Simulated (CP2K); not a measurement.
# TiB2 (P6/mmm) in CP2K: reference runs, part 2 of 2

CP2K 2026.2. The steps go on from the part before.

## 6. Single point, PBEsol, 8.21 Å³/atom (volume scaled by 0.96)

The input, tib2_eos.inp:

```
&GLOBAL
  PROJECT tib2_eos
  RUN_TYPE ENERGY_FORCE
  PRINT_LEVEL LOW
&END GLOBAL
&FORCE_EVAL
  METHOD QS
  STRESS_TENSOR ANALYTICAL
  &DFT
    BASIS_SET_FILE_NAME BASIS_MOLOPT_UZH
    POTENTIAL_FILE_NAME POTENTIAL_UZH
    WFN_RESTART_FILE_NAME previous-RESTART.kp
    &MGRID
      CUTOFF 450
      REL_CUTOFF 60
      NGRIDS 4
    &END MGRID
    &QS
      METHOD GPW
      EPS_DEFAULT 1.0E-10
    &END QS
    &KPOINTS
      SCHEME MONKHORST-PACK 10 10 8
      GAMMA_CENTERED T
      SYMMETRY T
      SYMMETRY_BACKEND SPGLIB
    &END KPOINTS
    &SCF
      SCF_GUESS RESTART
      EPS_SCF 1.0E-6
      MAX_SCF 100
      ADDED_MOS 15
      CHOLESKY OFF
      EPS_EIGVAL 1.0E-7
      &DIAGONALIZATION ON
        ALGORITHM STANDARD
      &END DIAGONALIZATION
      &MIXING ON
        METHOD BROYDEN_MIXING
        ALPHA 0.4
        BETA 1.5
        NBUFFER 8
      &END MIXING
      &SMEAR ON
        METHOD FERMI_DIRAC
        ELECTRONIC_TEMPERATURE [K] 580.226
      &END SMEAR
    &END SCF
    &XC
      &XC_FUNCTIONAL
        &GGA_X_PBE_SOL
        &END GGA_X_PBE_SOL
        &GGA_C_PBE_SOL
        &END GGA_C_PBE_SOL
      &END XC_FUNCTIONAL
    &END XC
    &PRINT
      &KPOINTS ON
      &END KPOINTS
      &MULLIKEN ON
      &END MULLIKEN
      &MO ON
        ENERGIES T
        OCCUPATION_NUMBERS T
        &EACH
          QS_SCF 0
        &END EACH
        ADD_LAST NUMERIC
      &END MO
    &END PRINT
  &END DFT
  &SUBSYS
    &CELL
      A 2.9882598462 0.0000000000 0.0000000000
      B -1.4941299231 2.5879089399 0.0000000000
      C 0.0000000000 0.0000000000 3.1847676243
      PERIODIC XYZ
    &END CELL
    &COORD
      SCALED
      Ti  0.0000000000 0.0000000000 0.0000000000
      B   0.6666666667 0.3333333333 0.5000000000
      B   0.3333333333 0.6666666667 0.5000000000
    &END COORD
    &KIND Ti
      BASIS_SET TZVP-MOLOPT-PBE-GTH-q12
      POTENTIAL GTH-PBE-q12
    &END KIND
    &KIND B
      BASIS_SET TZVP-MOLOPT-PBE-GTH-q3
      POTENTIAL GTH-PBE-q3
    &END KIND
    &PRINT
      &ATOMIC_COORDINATES ON
      &END ATOMIC_COORDINATES
      &CELL ON
      &END CELL
      &SYMMETRY ON
      &END SYMMETRY
    &END PRINT
  &END SUBSYS
  &PRINT
    &FORCES ON
    &END FORCES
    &STRESS_TENSOR ON
    &END STRESS_TENSOR
  &END PRINT
&END FORCE_EVAL
```

Potentials or basis: POTENTIAL_UZH Ti GTH-PBE-q12, B GTH-PBE-q3; TZVP-MOLOPT-PBE-GTH basis.

On the command line:

```sh
$ OMP_NUM_THREADS=1 cp2k.psmp -i tib2_eos.inp -o tib2_eos.out
```

It took 2.6 min on 1 thread of Arm Neoverse V1, shared host; peak memory 0.37 GiB.

Results (log left out):

```yaml
Free_energy: -1734.7262 eV
Pressure: 7.0 GPa
Band_gap_on_the_k_mesh: none (metal or under the smearing width)
Mulliken_charges: Ti -0.44; B +0.22 e
```

Caveat: Mulliken charges move with the basis; the potentials were made for another functional, which shifts forces and pressure; the basis of atomic orbitals isn't converged, which shifts pressures, moduli and gaps.

## 7. Single point, PBEsol, 8.89 Å³/atom (volume scaled by 1.04)

Changes to tib2_eos.inp since step 6:

```diff
@@ -73,5 +73,5 @@
     &CELL
-      A 2.9882598462 0.0000000000 0.0000000000
-      B -1.4941299231 2.5879089399 0.0000000000
-      C 0.0000000000 0.0000000000 3.1847676243
+      A 3.0690624661 0.0000000000 0.0000000000
+      B -1.5345312330 2.6578860614 0.0000000000
+      C 0.0000000000 0.0000000000 3.2708838193
       PERIODIC XYZ
```

On the command line:

```sh
$ OMP_NUM_THREADS=1 cp2k.psmp -i tib2_eos.inp -o tib2_eos.out
```

Wall time 2.4 min (1 thread of Arm Neoverse V1, shared host); peak memory 0.36 GiB.

It converged, with:

```
Free energy            : -1734.6798 eV
Pressure               : -13.0 GPa
Band gap on the k mesh : none (metal or under the smearing width)
Mulliken charges       : Ti -0.25; B +0.12 e
```

Caveat: Mulliken charges move with the basis; the potentials were made for another functional, which shifts forces and pressure; the basis of atomic orbitals isn't converged, which shifts pressures, moduli and gaps.

## 8. Single point, PBEsol, 8.04 Å³/atom (volume scaled by 0.94)

Changes to tib2_eos.inp since step 7:

```diff
@@ -73,5 +73,5 @@
     &CELL
-      A 3.0690624661 0.0000000000 0.0000000000
-      B -1.5345312330 2.6578860614 0.0000000000
-      C 0.0000000000 0.0000000000 3.2708838193
+      A 2.9673622405 0.0000000000 0.0000000000
+      B -1.4836811203 2.5698110825 0.0000000000
+      C 0.0000000000 0.0000000000 3.1624957934
       PERIODIC XYZ
```

On the command line:

```sh
$ OMP_NUM_THREADS=1 cp2k.psmp -i tib2_eos.inp -o tib2_eos.out
```

Run time: 2.1 min. Hardware: 1 thread of Arm Neoverse V1, shared host; peak memory 0.37 GiB.

The run converged. Its results:

```yaml
Free_energy: -1734.6936 eV
Pressure: 13.4 GPa
Band_gap_on_the_k_mesh: none (metal or under the smearing width)
Mulliken_charges: Ti -0.49; B +0.24 e
```

Caveat: Mulliken charges move with the basis; the potentials were made for another functional, which shifts forces and pressure; the basis of atomic orbitals isn't converged, which shifts pressures, moduli and gaps.

## 9. Single point, PBEsol, 9.06 Å³/atom (volume scaled by 1.06)

Changes to tib2_eos.inp since step 8:

```diff
@@ -73,5 +73,5 @@
     &CELL
-      A 2.9673622405 0.0000000000 0.0000000000
-      B -1.4836811203 2.5698110825 0.0000000000
-      C 0.0000000000 0.0000000000 3.1624957934
+      A 3.0886111617 0.0000000000 0.0000000000
+      B -1.5443055808 2.6748157284 0.0000000000
+      C 0.0000000000 0.0000000000 3.2917180359
       PERIODIC XYZ
```

Potentials or basis: POTENTIAL_UZH Ti GTH-PBE-q12, B GTH-PBE-q3; TZVP-MOLOPT-PBE-GTH basis.

On the command line:

```sh
$ OMP_NUM_THREADS=1 cp2k.psmp -i tib2_eos.inp -o tib2_eos.out
```

It took 2.3 min on 1 thread of Arm Neoverse V1, shared host; peak memory 0.35 GiB.

The run converged. Its results:

* Free energy: -1734.6318 eV
* Pressure: -16.9 GPa
* Band gap on the k mesh: none (metal or under the smearing width)
* Mulliken charges: Ti -0.19; B +0.10 e

Caveat: Mulliken charges move with the basis; the potentials were made for another functional, which shifts forces and pressure; the basis of atomic orbitals isn't converged, which shifts pressures, moduli and gaps.

## 10. Equation of state, PBEsol

Potentials or basis: POTENTIAL_UZH Ti GTH-PBE-q12, B GTH-PBE-q3; TZVP-MOLOPT-PBE-GTH basis.

No new run: the results of the series are fitted here.

Results:

```yaml
Equilibrium_volume: 8.42 Å³/atom
Bulk_modulus_at_fixed_shape_and_positions: 264 GPa
Pressure_derivative_of_the_bulk_modulus: 3.9
```

Energy against volume, from the lowest point:
| volume (Å³/atom) | energy (meV/atom) |
| --- | --- |
| 8.039 | 15.27 |
| 8.210 | 4.40 |
| 8.381 | 0.00 |
| 8.552 | 1.48 |
| 8.723 | 8.28 |
| 8.894 | 19.89 |
| 9.065 | 35.86 |

Caveat: the cell was scaled at fixed shape and fractional positions, which overstates the stiffness of a crystal with free parameters, most of all of layers and chains; the potentials were made for another functional, which shifts forces and pressure; the basis of atomic orbitals isn't converged, which shifts pressures, moduli and gaps.

## 11. Single point, PBEsol (atoms moved at random, drawn with an rms of 0.05 Å)

The input, tib2_scf.inp:

```
&GLOBAL
  PROJECT tib2_scf
  RUN_TYPE ENERGY_FORCE
  PRINT_LEVEL LOW
&END GLOBAL
&FORCE_EVAL
  METHOD QS
  STRESS_TENSOR ANALYTICAL
  &DFT
    BASIS_SET_FILE_NAME BASIS_MOLOPT_UZH
    POTENTIAL_FILE_NAME POTENTIAL_UZH
    &MGRID
      CUTOFF 450
      REL_CUTOFF 60
      NGRIDS 4
    &END MGRID
    &QS
      METHOD GPW
      EPS_DEFAULT 1.0E-10
    &END QS
    &KPOINTS
      SCHEME MONKHORST-PACK 10 10 8
      GAMMA_CENTERED T
      SYMMETRY T
      SYMMETRY_BACKEND SPGLIB
    &END KPOINTS
    &SCF
      SCF_GUESS ATOMIC
      EPS_SCF 1.0E-6
      MAX_SCF 100
      ADDED_MOS 15
      CHOLESKY OFF
      EPS_EIGVAL 1.0E-7
      &DIAGONALIZATION ON
        ALGORITHM STANDARD
      &END DIAGONALIZATION
      &MIXING ON
        METHOD BROYDEN_MIXING
        ALPHA 0.4
        BETA 1.5
        NBUFFER 8
      &END MIXING
      &SMEAR ON
        METHOD FERMI_DIRAC
        ELECTRONIC_TEMPERATURE [K] 580.226
      &END SMEAR
    &END SCF
    &XC
      &XC_FUNCTIONAL
        &GGA_X_PBE_SOL
        &END GGA_X_PBE_SOL
        &GGA_C_PBE_SOL
        &END GGA_C_PBE_SOL
      &END XC_FUNCTIONAL
    &END XC
    &PRINT
      &KPOINTS ON
      &END KPOINTS
      &MULLIKEN ON
      &END MULLIKEN
      &MO ON
        ENERGIES T
        OCCUPATION_NUMBERS T
        &EACH
          QS_SCF 0
        &END EACH
        ADD_LAST NUMERIC
      &END MO
      &LOWDIN ON
      &END LOWDIN
      &HIRSHFELD ON
        SHAPE_FUNCTION DENSITY
      &END HIRSHFELD
    &END PRINT
  &END DFT
  &SUBSYS
    &CELL
      A 3.0292000000 0.0000000000 0.0000000000
      B -1.5146000000 2.6233641531 0.0000000000
      C 0.0000000000 0.0000000000 3.2284000000
      PERIODIC XYZ
    &END CELL
    &COORD
      SCALED
      Ti  -0.0033710000 -0.0139150000 -0.0152660000
      B   0.6563980000 0.3134780000 0.5027410000
      B   0.3314890000 0.6664920000 0.4940860000
    &END COORD
    &KIND Ti
      BASIS_SET TZVP-MOLOPT-PBE-GTH-q12
      POTENTIAL GTH-PBE-q12
    &END KIND
    &KIND B
      BASIS_SET TZVP-MOLOPT-PBE-GTH-q3
      POTENTIAL GTH-PBE-q3
    &END KIND
    &PRINT
      &ATOMIC_COORDINATES ON
      &END ATOMIC_COORDINATES
      &CELL ON
      &END CELL
    &END PRINT
  &END SUBSYS
  &PRINT
    &FORCES ON
    &END FORCES
    &STRESS_TENSOR ON
    &END STRESS_TENSOR
  &END PRINT
&END FORCE_EVAL
```

On the command line:

```sh
$ OMP_NUM_THREADS=1 cp2k.psmp -i tib2_scf.inp -o tib2_scf.out
```

Run time: 3.4 min. Hardware: 1 thread of Arm Neoverse V1, shared host; peak memory 0.48 GiB.

Results (log left out):

* Free energy: -1734.6951 eV
* Pressure: -3.4 GPa
* Largest force: 0.950 eV/Å
* Band gap on the k mesh: none (metal or under the smearing width)
* Mulliken charges: Ti -0.34; B +0.18, +0.17 e
* Hirshfeld charges: Ti +0.24; B -0.12 e

Forces on the atoms (eV/Å):
```
Ti  -0.206  0.140  0.621
B    0.046  0.782 -0.466
B    0.160 -0.922 -0.163
```

Stress tensor (GPa, compression positive):
```
-3.99  0.06 -0.16
 0.06 -1.19  0.09
-0.16  0.09 -4.96
```

Levels at points of the mesh, in eV from the Fermi level:
```tsv
k point	band 5	band 6	band 7	band 8	band 9	band 10	band 11	band 12	band 13	band 14
(0.00, 0.00, 0.00)	-13.42	-2.77	-2.42	-2.34	-1.88	1.94	2.00	3.59	3.93	5.42
(0.00, 0.00, 0.50)	-11.45	-7.56	-0.89	-0.30	-0.19	0.05	0.54	0.60	1.72	6.65
(0.00, 0.50, 0.00)	-9.46	-9.03	-3.08	-3.02	-2.20	1.40	2.84	3.14	3.31	7.31
(0.00, 0.50, 0.50)	-9.57	-7.63	-4.54	-3.91	-2.89	2.55	3.03	4.58	4.81	5.61
(0.50, 0.00, 0.00)	-9.24	-9.14	-3.26	-3.22	-2.24	1.44	2.85	3.33	3.62	7.21
(0.50, 0.00, 0.50)	-9.70	-7.38	-4.61	-3.72	-3.09	2.58	3.03	4.56	4.67	5.51
(0.50, 0.50, 0.00)	-9.22	-9.15	-3.27	-3.24	-2.25	1.44	2.85	3.33	3.66	7.21
(0.50, 0.50, 0.50)	-9.71	-7.35	-4.62	-3.70	-3.11	2.58	3.03	4.57	4.67	5.49
```

Caveat: Mulliken charges move with the basis; the potentials were made for another functional, which shifts forces and pressure; the basis of atomic orbitals isn't converged, which shifts pressures, moduli and gaps.

## 12. The runs side by side

```tsv
task	cell	NGRIDS	gap on the mesh (eV)	pressure (GPa)
single point	as given	5	none	-4.0
equation of state	as given	4	-	-
single point	atoms moved at random, drawn with an rms of 0.05 Å	4	none	-3.4
```

Alike in all rows: level PBEsol; potentials or basis POTENTIAL_UZH Ti GTH-PBE-q12, B GTH-PBE-q3; TZVP-MOLOPT-PBE-GTH basis; no spin polarisation; k mesh 10 × 10 × 8; smearing fermi-dirac 0.05 eV.

Caveats: the potentials were made for another functional, which shifts forces and pressure; the basis of atomic orbitals isn't converged, which shifts pressures, moduli and gaps; the cell was scaled at fixed shape and fractional positions, which overstates the stiffness of a crystal with free parameters, most of all of layers and chains (some runs).

Absolute energies hang on the potentials; compare differences alone.
